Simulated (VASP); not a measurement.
# Os (Fm-3m) in VASP: a series of runs

One crystal, Os, is run at these levels: PBE; tasks: single point, relaxation of cell and atoms.

All numbers are computed with VASP 6.6.1; they aren't measurements. Logs are shortened: lines on timing, memory, paths and dates and some standing lists are left out, and cuts for length are marked.

## (1) The crystal as given

Symmetry: Fm-3m, No. 225, cubic system. The conventional cell has a = 3.844 Å, b = 3.844 Å, c = 3.844 Å, α = 90.00°, β = 90.00°, γ = 90.00°. Around Os (site symmetry m-3m) lie 12 Os at 2.72 Å.

This isn't the form of Os at room conditions, which is hcp.

## (2) Single point, PBE

Input file INCAR:

```
ALGO = Fast
EDIFF = 1E-7
ENCUT = 520
GGA = PE
ISIF = 2
ISMEAR = 0
LASPH = True
LCHARG = True
LELF = True
LREAL = False
LVHAR = True
LWAVE = False
NBANDS = 10
NELM = 100
PREC = Accurate
SIGMA = 0.1
```

Input file KPOINTS:

```
k-points
0
Gamma
  8 8 8
```

Input file POSCAR:

```
Os
1.0
    0.0000000000      1.9220413878      1.9220413878
    1.9220413878      0.0000000000      1.9220413878
    1.9220413878      1.9220413878      0.0000000000
Os
1
Direct
    0.0000000000      0.0000000000      0.0000000000
```

Potentials or basis: VASP PAW PBE potentials, release 64 (Os).

The run is started by

```
cat potpaw_PBE.64/Os/POTCAR > POTCAR
mpirun -np 1 vasp_std > vasp.out
```

OUTCAR:

```text
EDIFF = 1E-7
   ENCUT = 520
   GGA = PE
   ISIF = 2
   ISMEAR = 0
   LASPH = True
   LREAL = False
   NELM = 100
   PREC = Accurate

 ion  position               nearest neighbor table
   1  0.000  0.000  0.000-

  LATTYP: Found a face centered cubic cell.
 ALAT       =     3.8440827756

  Lattice vectors:

 A1 = (   0.0000000000,   1.9220413878,   1.9220413878)
 A2 = (   1.9220413878,   0.0000000000,   1.9220413878)
 A3 = (   1.9220413878,   1.9220413878,   0.0000000000)

Analysis of symmetry for initial positions (statically):
=====================================================================
 Subroutine PRICEL returns:
 Original cell was already a primitive cell.

 Routine SETGRP: Setting up the symmetry group for a
 face centered cubic supercell.

 Subroutine GETGRP returns: Found 48 space group operations
 (whereof 48 operations were pure point group operations)
 out of a pool of 48 trial point group operations.

The static configuration has the point symmetry O_h .

Analysis of symmetry for dynamics (positions and initial velocities):
=====================================================================
 Subroutine PRICEL returns:
 Original cell was already a primitive cell.

 Routine SETGRP: Setting up the symmetry group for a
 face centered cubic supercell.

 Subroutine GETGRP returns: Found 48 space group operations
 (whereof 48 operations were pure point group operations)
 out of a pool of 48 trial point group operations.

The dynamic configuration has the point symmetry O_h .

 Subroutine INISYM returns: Found 48 space group operations
 (whereof 48 operations are pure point group operations),
 and found     1 'primitive' translations

----------------------------------------------------------------------------------------

                                     Primitive cell

  volume of cell :      14.2010

  direct lattice vectors                    reciprocal lattice vectors
     0.000000000  1.922041388  1.922041388    -0.260140080  0.260140080  0.260140080
     1.922041388  0.000000000  1.922041388     0.260140080 -0.260140080  0.260140080
     1.922041388  1.922041388  0.000000000     0.260140080  0.260140080 -0.260140080

  length of vectors
     2.718176998  2.718176998  2.718176998     0.450575835  0.450575835  0.450575835

  position of ions in fractional coordinates (direct lattice)
     0.000000000  0.000000000  0.000000000

  ion indices of the primitive-cell ions
   primitive index   ion index
                 1           1

----------------------------------------------------------------------------------------

 KPOINTS: k-points

Automatic generation of k-mesh.
 Grid dimensions read from file:
 generate k-points for:    8    8    8

 Generating k-lattice:

  Cartesian coordinates                     Fractional coordinates (reciprocal lattice)
    -0.032517510  0.032517510  0.032517510     0.125000000  0.000000000  0.000000000
     0.032517510 -0.032517510  0.032517510     0.000000000  0.125000000  0.000000000
     0.032517510  0.032517510 -0.032517510     0.000000000  0.000000000  0.125000000

  Length of vectors
     0.056321979  0.056321979  0.056321979

  Shift w.r.t. Gamma in fractional coordinates (k-lattice)
     0.000000000  0.000000000  0.000000000

 Subroutine IBZKPT returns following result:
 ===========================================

 Found     29 irreducible k-points:

 Following reciprocal coordinates:
            Coordinates               Weight
  0.000000  0.000000  0.000000      1.000000
  0.125000  0.000000  0.000000      8.000000
  0.250000  0.000000  0.000000      8.000000
  0.375000  0.000000  0.000000      8.000000
  0.500000  0.000000  0.000000      4.000000
  0.125000  0.125000  0.000000      6.000000
[... 16 lines left out ...]
  0.500000  0.250000  0.125000     48.000000
 -0.375000  0.250000  0.125000     24.000000
 [... further k-points ...]
   k-points           NKPTS =     29   k-points in BZ     NKDIM =     29   number of bands    NBANDS=     10
   number of dos      NEDOS =    301   number of ions     NIONS =      1
   total plane-waves  NPLWV =   8000
   dimension x,y,z NGX =    20 NGY =   20 NGZ =   20
   dimension x,y,z NGXF=    40 NGYF=   40 NGZF=   40
   ions per type =               1
   NGX,Y,Z   is equivalent  to a cutoff of  12.23, 12.23, 12.23 a.u.
   NGXF,Y,Z  is equivalent  to a cutoff of  24.46, 24.46, 24.46 a.u.
 SYSTEM =  unknown system
   PREC   = accura    normal or accurate (medium, high low for compatibility)
   ISTART =      0    job   : 0-new  1-cont  2-samecut
   ICHARG =      2    charge: 1-file 2-atom 10-const
   ISPIN  =      1    spin polarized calculation?
   LNONCOLLINEAR =      F non collinear calculations
   LSORBIT =      F    spin-orbit coupling
   LASPH  =      T    aspherical Exc in radial PAW
   ENCUT  =  520.0 eV  38.22 Ry    6.18 a.u.   5.05  5.05  5.05*2*pi/ulx,y,z
   NELM   =    100;   NELMIN=  2; NELMDL= -5     # of ELM steps
   EDIFF  = 0.1E-06   stopping-criterion for ELM
   LREAL  =      F    real-space projection
   EDIFFG = 0.1E-05   stopping-criterion for IOM
   NSW    =      0    number of steps for IOM
   IBRION =     -1    ionic relax: 0-MD 1-quasi-New 2-CG
   NFREE  =      0    steps in history (QN), initial steepest desc. (CG)
   ISIF   =      2    stress and relaxation
   ISYM   =      2    0-nonsym 1-usesym 2-fastsym
   POTIM  = 0.5000    time-step for ionic-motion
   TEBEG  =    0.0;   TEEND  =   0.0 temperature during run
   PSTRESS=    0.0 pullay stress
   NELECT =       8.0000    total number of electrons
   NUPDOWN=      -1.0000    fix difference up-down
   EMIN   =  10.00;   EMAX   =-10.00  energy-range for DOS
   EFERMI =   0.00;   METHOD = LEGACY
   ISMEAR =     0;   SIGMA  =   0.10  broadening in eV -4-tet -1-fermi 0-gaus
   EFERMI_NEDOS =   21; number of points for ismear=-14 and -15
   IALGO  =     68    algorithm
   IMIX   =      4    mixing-type and parameters
     AMIX     =   0.40;   BMIX     =  1.00
     AMIX_MAG =   1.60;   BMIX_MAG =  1.00
  volume/ion in A,a.u.               =      14.20        95.83
  Fermi-wavevector in a.u.,A,eV,Ry     =   1.352069  2.555039 24.872671  1.828090
  Thomas-Fermi vector in A             =   2.479438
   LORBIT       =      0    0 simple, 1 ext, 2 COOP (PROOUT), +10 PAW based schemes
   GGA     = PE    functional components
   LHFCALC =     F    Hartree Fock is set to
   AEXX    =    0.0000 exact exchange contribution
   IVDW    =     0    specifies the selected vdW correction
   LEPSILON=     F    determine dielectric tensor
   LRPA    =     F    only Hartree local field effects (RPA)
 non-spin polarized calculation
 RMM-DIIS sequential band-by-band and
 Gauss-broadening in eV      SIGMA  =   0.10
  energy-cutoff  :      520.00
  volume of cell :       14.20
 maximum number of plane-waves:       392
   NGX = 11   NGY = 11   NGZ = 11

 number of electron       8.0000000 magnetization

 Free energy of the ion-electron system (eV)
  ---------------------------------------------------
  ext. energy  EPLUGINS =         0.00000000
  ---------------------------------------------------
  free energy    TOTEN  =       -11.12487829 eV

  energy without entropy =      -11.11684108  energy(sigma->0) =      -11.12085969

 E-fermi :   8.9205     XC(G=0): -13.9713

 val. band max:        8.9038758237   @ k =   0.5000   0.0000   0.0000
 cond. band min:       8.9576721503   @ k =  -0.2500   0.2500   0.0000
 fundamental gap:      0.0537963265
 Fermi energy:         8.9205447164

 k-point     1 :       0.0000    0.0000    0.0000
  band No.  band energies     occupation
      1      -1.5664      2.00000
      2       6.1849      2.00000
      3       6.1849      2.00000
      4       6.1849      2.00000
      5       9.1574      0.00081
      6       9.1574      0.00081
      7      23.4019      0.00000
      8      29.1100      0.00000
      9      29.1100      0.00000
     10      29.1100      0.00000

 k-point     2 :       0.1250    0.0000    0.0000
  band No.  band energies     occupation
      1      -0.8707      2.00000
      2       5.8083      2.00000
      3       6.4713      2.00000
      4       6.4713      2.00000
      5       8.9819      0.38582
      6       8.9819      0.38582
      7      24.6226      0.00000
      8      26.5802      0.00000
      9      30.3505      0.00000
     10      30.3505      0.00000

 k-point     3 :       0.2500    0.0000    0.0000
  band No.  band energies     occupation
      1       0.7100      2.00000
      2       5.5262      2.00000
      3       6.6486      2.00000
      4       6.6486      2.00000
      5       9.3332      0.00000
      6       9.3332      0.00000
      7      23.2404      0.00000
      8      26.6117      0.00000
      9      33.5103      0.00000
     10      33.5732      0.00000

 k-point     4 :       0.3750    0.0000    0.0000
  band No.  band energies     occupation
      1       1.5287      2.00000
      2       6.2432      2.00000
      3       6.2432      2.00000
      4       7.1267      2.00000
      5      10.7131      0.00000
      6      10.7131      0.00000
      7      20.1810      0.00000
      8      24.1521      0.00000
      9      31.2462      0.00000
     10      31.2462      0.00000
[... 222 lines left out ...]
 k-point    22 :       0.3750    0.2500    0.1250
  band No.  band energies     occupation
      1       2.1442      2.00000
      2       4.3324      2.00000
      3       5.9955      2.00000
      4       8.3862      2.00000
      5       8.3923      2.00000
      6      11.3250      0.00000
      7      24.2109      0.00000
      8      27.3726      0.00000
      9      28.2920      0.00000
     10      30.0140      0.00000

 k-point    23 :       0.5000    0.2500    0.1250
  band No.  band energies     occupation
      1       3.0857      2.00000
      2       4.8212      2.00000
      3       5.3239      2.00000
      4       7.8933      2.00000
      5      10.2763      0.00000
      6      13.4354      0.00000
      7      20.4483      0.00000
      8      25.6859      0.00000
      9      26.4890      0.00000
     10      31.4344      0.00000

 k-point    24 :      -0.3750    0.2500    0.1250
  band No.  band energies     occupation
      1       3.1370      2.00000
      2       4.5628      2.00000
      3       6.3419      2.00000
      4       7.5488      2.00000
      5      11.1377      0.00000
      6      15.4827      0.00000
      7      17.1360      0.00000
      8      25.5381      0.00000
      9      26.1435      0.00000
     10      29.4412      0.00000

 [... further k-points ...]

------------------------ aborting loop because EDIFF is reached ----------------------------------------

  FORCE on cell =-STRESS in cart. coord.  units (eV):
  Direction    XX          YY          ZZ          XY          YZ          ZX
  --------------------------------------------------------------------------------------
  -------------------------------------------------------------------------------------
  Total        0.3169927      0.3169927      0.3169927      0.0000000      0.0000000     -0.0000000
  in kB       35.7636389     35.7636389     35.7636389      0.0000000      0.0000000     -0.0000000
  external PRESSURE =      35.7636389 kB  Pullay stress =       0.0000000 kB

 VOLUME and BASIS-vectors are now :
 -----------------------------------------------------------------------------
  energy-cutoff  :      520.00
  volume of cell :       14.20
      direct lattice vectors                 reciprocal lattice vectors
     0.000000000  1.922041388  1.922041388    -0.260140080  0.260140080  0.260140080
     1.922041388  0.000000000  1.922041388     0.260140080 -0.260140080  0.260140080
     1.922041388  1.922041388  0.000000000     0.260140080  0.260140080 -0.260140080

 POSITION                                       TOTAL-FORCE (eV/Angst)
 -----------------------------------------------------------------------------------
      0.00000      0.00000      0.00000         0.000000      0.000000      0.000000
 -----------------------------------------------------------------------------------
    total drift:                                0.000000      0.000000     -0.000000

  FREE ENERGIE OF THE ION-ELECTRON SYSTEM (eV)
  ---------------------------------------------------
  free  energy   TOTEN  =       -11.1248782907 eV

  energy  without entropy=      -11.1168410800  energy(sigma->0) =      -11.12085969
```

Wall time 7.6 s (1 thread of Intel Xeon Platinum 8375C at 2.90GHz (Ice Lake), shared host); peak memory 0.12 GiB.

What came out:

```
Free energy            : -11.1249 eV
Pressure               : 3.6 GPa
Band gap on the k mesh : none (metal or under the smearing width)
```

The run has no spin-orbit coupling, so splittings on Os are missing.

(Continued in part 2 of 2.)
